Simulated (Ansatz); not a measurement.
TiCo under changes of volume

One of the cells (13.313 Å³/atom); the others are scaled copies at fixed shape and fractional positions:

```
CELL_PARAMETERS angstrom
2.98611 0.00000 0.00000
0.00000 2.98611 0.00000
0.00000 0.00000 2.98611
ATOMIC_POSITIONS crystal
Co 0.50000 0.50000 0.50000
Ti 0.00000 0.00000 0.00000
```

The cell comes from a database or a generator and needn't be the stable form of this composition.

| Property | Result |
| --- | --- |
| Program | Ansatz 0.2.0 |
| Functional | HSE06 |
| Potentials or basis | Ansatz PAW |
| Cutoff | 420 eV (not typed: the program's choice for these potentials) |
| k mesh | 6 × 6 × 6 |
| Occupations | fermi-dirac, width 0.05 eV |
| Spin | collinear spin, ferromagnetic start |
| Starting moments | [2.0, 1.0] μB |

```csv
volume (Å³/atom),energy over the lowest point (meV/atom),pressure (GPa),moment (μB per cell)
12.515,61.86,16.9,0.91
12.781,?,?,?
13.047,19.69,8.7,0.90
13.313,8.12,5.3,0.88
13.580,1.87,2.2,0.88
13.846,0.00,-0.4,0.90
14.112,2.68,-3.0,0.89
```

Question: What does the run at 12.781 Å³/atom give?

Answer: Energy over the lowest point 37.35 meV/atom; pressure 12.6 GPa; moment 0.91 μB per cell.

Worked out: A Birch-Murnaghan fit of order 3 (a polynomial in V^(-2/3)) to the other rows has its minimum at 13.81 Å³/atom with B0 = V·E''(V) = 131 GPa and B' = 5.5. It gives 37.38 meV/atom at 12.781 Å³/atom, against the run's 37.35, and -dE/dV = 12.6 GPa, against 12.6. A parabola through the other rows of the moment, of slope -0.0358 μB per Å³/atom there, gives 0.90 μB, against the run's 0.91.

Energies are extrapolated to zero smearing.

Caveats: the magnetic or orbital state may not be the lowest; the PAW data sets come from PBE, with cores solved anew for the run's functional, which leaves a small shift of forces and pressure; the starting moments weren't kept; the thresholds are loose for stress.
